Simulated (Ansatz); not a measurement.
# Residual resistivity of an alloy: Ag(111) with 4 layers of random Ag-Os, 2x2

Aim: the residual resistivity of a random alloy, from Ag(111) with 4 layers of random Ag-Os, 2x2 and longer regions.

Calculated with Ansatz 0.2.0; Ansatz plane-wave DFT, PBE, PAW files; ballistic transport by layer matching (Landauer), zero bias; PAW set soft_1.

Report form: the programs' logs are mostly left out.

## Step 1: Starting point

The cell holds 40 atoms: 36 Ag and 4 Os. Cell: a = 5.779 Å, b = 5.779 Å, c = 23.651 Å, α = 93.5°, β = 86.5°, γ = 120.0°. It derives from Ag. Regions: lead, 24 atoms (24 Ag); scattering region, 16 atoms (4 Os and 12 Ag). The structure is stacked along c, and the current runs across the ab planes.

## Step 2: With 4 alloy layers

In 4 layers a share of 0.25 of the sites is given to Os at random. The layers about the cell's end stay perfect and serve as the lead. Disorder leaves little or no symmetry, which makes such runs dear. Energies from -0.05 to 0.05 eV in steps of 0.05 eV are too few for the program's thermal sum, so it prints no conductance; for a metal the transmission near the Fermi level serves, at a fraction of the cost.

input.yaml reads:

```yaml
crystal:
  lattice:
    - [5.7787594586, 0.0, 0.0]
    - [-2.8893797293, 5.0045524935, 0.0]
    - [1.4446898646, -0.8340920822, 23.5916866996]
  atoms:
    - { symbol: Ag, position: [0.9916666667, 0.0083333333, 0.05] }
    - { symbol: Ag, position: [0.9916666667, 0.5083333333, 0.05] }
    - { symbol: Ag, position: [0.4916666667, 0.0083333333, 0.05] }
    - { symbol: Ag, position: [0.4916666667, 0.5083333333, 0.05] }
    - { symbol: Ag, position: [0.1416666667, 0.3583333333, 0.15] }
    - { symbol: Ag, position: [0.1416666667, 0.8583333333, 0.15] }
    - { symbol: Ag, position: [0.6416666667, 0.3583333333, 0.15] }
    - { symbol: Ag, position: [0.6416666667, 0.8583333333, 0.15] }
[... 28 atom lines left out ...]
    - { symbol: Ag, position: [0.8416666667, 0.1583333333, 0.95] }
    - { symbol: Ag, position: [0.8416666667, 0.6583333333, 0.95] }
    - { symbol: Ag, position: [0.3416666667, 0.1583333333, 0.95] }
    - { symbol: Ag, position: [0.3416666667, 0.6583333333, 0.95] }
kpoints:
  mp_grid: { grid: [4, 4, 1] }
hamiltonian:
  xc: pbe
  pseudopotentials: { kind: paw, azcp: { folder: soft_1 } }
scf:
  occupations: { method: fermi_dirac, width: 0.1 }
output:
  transmission: { leads: [[0, 4]], kmesh: [8, 8], e_range: [-0.05, 0.05], de: 0.05 }
  write_potential: true
  write_density: true
  volumetric_format: npy
```

Command:

```console
$ ansatz run input.yaml --threads 8 --pin off --max-ram 15360MiB --backend cpu --events-out ev --progress --plain --runs-dir out
```

It took 65 s on 8 threads of INTEL XEON PLATINUM 8581C at 2.30GHz (Emerald Rapids), shared host; peak memory 8 GiB.

This step gave:

* free energy: -318794.4136 eV
* energy at zero smearing: -318794.0270 eV
* Fermi energy: 17.36 eV
* cell area: 28.92 Å²
* transmission per spin nearest the Fermi level: 1.121
* open channels per spin nearest the Fermi level: 3.328
* step of the lead's potential: 37.2 meV

Per spin. The transmission, zone mean by energy, zero at the Fermi level:

```
energy (eV)  transmission, zone mean
    -0.0500                     1.15
     0.0000                     1.12
     0.0500                     1.11
```

Per spin. Open channels, zone mean, lead against energy, zero at the Fermi level:

```
energy (eV)  open channels, zone mean, lead
    -0.0500                            3.33
     0.0000                            3.33
     0.0500                            3.23
```

Transmission over k1 and k2. At 0.0000 eV from the Fermi level.

Ten even steps from '0' (0.33) to '9' (2.90):
```
05312320
03742212
21465023
22259522
23205641
02122473
00232135
50022200
```
Columns: k1 (b1) from -0.5 to 0.375; rows upwards: k2 (b2) from -0.5 to 0.375.

Open channels over k1 and k2. At 0.0000 eV from the Fermi level.

Ten even steps from '_' (3.00) to '@' (4.00):
```
__@@____@@______
____@@__@@______
______@@@@______
@@@@@@@@__@@@@@@
________@@@@____
________@@__@@__
________@@____@@
@@______@@______
```
Columns: k1 (b1) from -0.5 to 0.375; rows upwards: k2 (b2) from -0.5 to 0.375.

Over the solved energies the transmission per spin lies between 1.11 and 1.15, out of 3.30 channels of the lead on average (up to 3.33). The log calls the step of a lead's potential too much.

## Step 3: With 8 alloy layers

In 8 layers a share of 0.25 of the sites is given to Os at random. A fresh draw is used; the growth of the resistance with length is what counts.

System of this step: Ag(111) with 8 layers of random Ag-Os, 2x2. The cell holds 56 atoms: 48 Ag and 8 Os. Cell: a = 5.779 Å, b = 5.779 Å, c = 33.070 Å, α = 87.5°, β = 92.5°, γ = 120.0°. It derives from Ag. Regions: lead, 24 atoms (24 Ag); scattering region, 32 atoms (24 Ag and 8 Os). The structure is stacked along c, and the current runs across the ab planes.

input.yaml reads:

```yaml
crystal:
  lattice:
    - [5.7787594586, 0.0, 0.0]
    - [-2.8893797293, 5.0045524935, 0.0]
    - [-1.4446898646, 0.8340920822, 33.0283613795]
  atoms:
    - { symbol: Ag, position: [0.005952381, 0.994047619, 0.0357142857] }
    - { symbol: Ag, position: [0.005952381, 0.494047619, 0.0357142857] }
    - { symbol: Ag, position: [0.505952381, 0.994047619, 0.0357142857] }
    - { symbol: Ag, position: [0.505952381, 0.494047619, 0.0357142857] }
    - { symbol: Ag, position: [0.1845238095, 0.3154761905, 0.1071428571] }
    - { symbol: Ag, position: [0.1845238095, 0.8154761905, 0.1071428571] }
    - { symbol: Ag, position: [0.6845238095, 0.3154761905, 0.1071428571] }
    - { symbol: Ag, position: [0.6845238095, 0.8154761905, 0.1071428571] }
[... 44 atom lines left out ...]
    - { symbol: Ag, position: [0.3273809524, 0.1726190476, 0.9642857143] }
    - { symbol: Ag, position: [0.3273809524, 0.6726190476, 0.9642857143] }
    - { symbol: Ag, position: [0.8273809524, 0.1726190476, 0.9642857143] }
    - { symbol: Ag, position: [0.8273809524, 0.6726190476, 0.9642857143] }
kpoints:
  mp_grid: { grid: [4, 4, 1] }
hamiltonian:
  xc: pbe
  pseudopotentials: { kind: paw, azcp: { folder: soft_1 } }
scf:
  occupations: { method: fermi_dirac, width: 0.1 }
output:
  transmission: { leads: [[0, 4]], kmesh: [8, 8], e_range: [-0.05, 0.05], de: 0.05 }
  write_potential: true
  write_density: true
  volumetric_format: npy
```

Elapsed: 2.8 min, on 8 threads; peak memory 8.8 GiB.

Numbers from this step:

```
free energy                                    : -455419.0098 eV
energy at zero smearing                        : -455418.4541 eV
Fermi energy                                   : 17.55 eV
transmission per spin nearest the Fermi level  : 0.7810
open channels per spin nearest the Fermi level : 3.234
step of the lead's potential                   : 14.2 meV
```

Per spin. Transmission, zone mean against energy, zero at the Fermi level:

```
energy (eV)  transmission, zone mean
    -0.0500                    0.788
     0.0000                    0.781
     0.0500                    0.760
```

Over the solved energies the transmission per spin lies between 0.760 and 0.788, out of 3.27 channels of the lead on average (up to 3.33).

## Step 4: With 12 alloy layers

In 12 layers a share of 0.25 of the sites is given to Os at random. A fresh draw is used; the growth of the resistance with length is what counts.

System of this step: Ag(111) with 12 layers of random Ag-Os, 2x2. The cell holds 72 atoms: 60 Ag and 12 Os. Cell: a = 5.779 Å, b = 5.779 Å, c = 42.465 Å, α = 90.0°, β = 90.0°, γ = 120.0°. It derives from Ag. Regions: lead, 24 atoms (24 Ag); scattering region, 48 atoms (36 Ag and 12 Os). The structure is stacked along c, and the current runs across the ab planes.

input.yaml reads:

```yaml
crystal:
  lattice:
    - [5.7787594586, 0.0, 0.0]
    - [-2.8893797293, 5.0045524935, 0.0]
    - [0.0, 0.0, 42.4650360593]
  atoms:
    - { symbol: Ag, position: [0.0, 0.0, 0.0277777778] }
    - { symbol: Ag, position: [0.0, 0.5, 0.0277777778] }
    - { symbol: Ag, position: [0.5, 0.0, 0.0277777778] }
    - { symbol: Ag, position: [0.5, 0.5, 0.0277777778] }
    - { symbol: Ag, position: [0.1666666667, 0.3333333333, 0.0833333333] }
    - { symbol: Ag, position: [0.1666666667, 0.8333333333, 0.0833333333] }
    - { symbol: Ag, position: [0.6666666667, 0.3333333333, 0.0833333333] }
    - { symbol: Ag, position: [0.6666666667, 0.8333333333, 0.0833333333] }
[... 60 atom lines left out ...]
    - { symbol: Ag, position: [0.3333333333, 0.1666666667, 0.9722222222] }
    - { symbol: Ag, position: [0.3333333333, 0.6666666667, 0.9722222222] }
    - { symbol: Ag, position: [0.8333333333, 0.1666666667, 0.9722222222] }
    - { symbol: Ag, position: [0.8333333333, 0.6666666667, 0.9722222222] }
kpoints:
  mp_grid: { grid: [4, 4, 1] }
hamiltonian:
  xc: pbe
  pseudopotentials: { kind: paw, azcp: { folder: soft_1 } }
scf:
  occupations: { method: fermi_dirac, width: 0.1 }
output:
  transmission: { leads: [[0, 4]], kmesh: [8, 8], e_range: [-0.05, 0.05], de: 0.05 }
  write_potential: true
  write_density: true
  volumetric_format: npy
```

It took 4.4 min on 8 threads; peak memory 8.1 GiB.

Numbers from this step:

| Property | Result |
| --- | --- |
| free energy | -592040.0016 eV |
| energy at zero smearing | -592039.1660 eV |
| Fermi energy | 17.61 eV |
| transmission per spin nearest the Fermi level | 0.6291 |
| step of the lead's potential | 7.7 meV |

Per spin. Table of transmission, zone mean by energy, zero at the Fermi level:

```
energy (eV)  transmission, zone mean
    -0.0500                    0.658
     0.0000                    0.629
     0.0500                    0.580
```

Over the solved energies the transmission per spin lies between 0.580 and 0.658, out of 3.27 channels of the lead on average (up to 3.33).

## Step 5: The fit

This step: Ansatz plane-wave DFT, PBE, PAW files; ballistic transport by layer matching (Landauer), zero bias; residual resistivity from the slope of the area resistance, atoms on the host's lattice; PAW set soft_1 (Ansatz 0.2.0).

This step gave:

* resistivity: 141.5 µΩ cm
* intercept: 0.8981 fΩ m²
* scatter about the fit: 0.06903 fΩ m²

Resistance, by row:

```
run  length (Å)       T  channels N  RA (fΩ m²)
 n4       9.437   1.125       3.297       2.185
 n8       18.87  0.7761       3.266       3.666
n12       28.31  0.6223       3.266       4.855
```

Area resistance against length of the alloy:

```
length of the alloy (Å)  area resistance (fΩ m²)
                   9.44                     2.18
                  18.87                     3.67
                  28.31                     4.86
```

The area resistance goes from 2.2 to 4.9 fΩ m² between 9.4 and 28.3 Å, a slope of 141 µΩ cm.

By hand from the end points: (4.855 − 2.185) fΩ m² / (28.31 − 9.44) Å = 141 µΩ cm, since 1 fΩ m² per Å is 1000 µΩ cm.

## Step 6: Outcome

- resistivity from the slope: 141 µΩ cm
- area resistance over 9.44 Å: 2.18 fΩ m²
- area resistance over 18.9 Å: 3.67 fΩ m²
- area resistance over 28.3 Å: 4.86 fΩ m²

**Reading.** The slope gives 141 µΩ cm. The points scatter by 0.069 fΩ m² about the line, with one random draw a length in a 2x2 cell, so the slope is a rough value. Read with a model of isotropic scattering on a spherical Fermi surface and the lead's 0.88×10¹⁵ S/m², this slope means a mean free path near 6.0 Å; over these lengths the model's slope is within 3 % of its bulk resistivity. The atoms sit on the host's lattice, so scattering by size misfit is left out. Spin-orbit coupling is left out, which matters for Os. A lead's potential steps by up to 37 meV from period to period, which the log calls too much, so longer leads could move the result.

[Logs are printed without paths, hosts, clocks, repeated set-up lines and the standing remarks that a program may print on its own settings, such as how far it seeks lower states.]

[Hosts, paths, dates, database ids (printed as entryN), source tags and the programs' standing remarks are cut or masked in the printed files.]
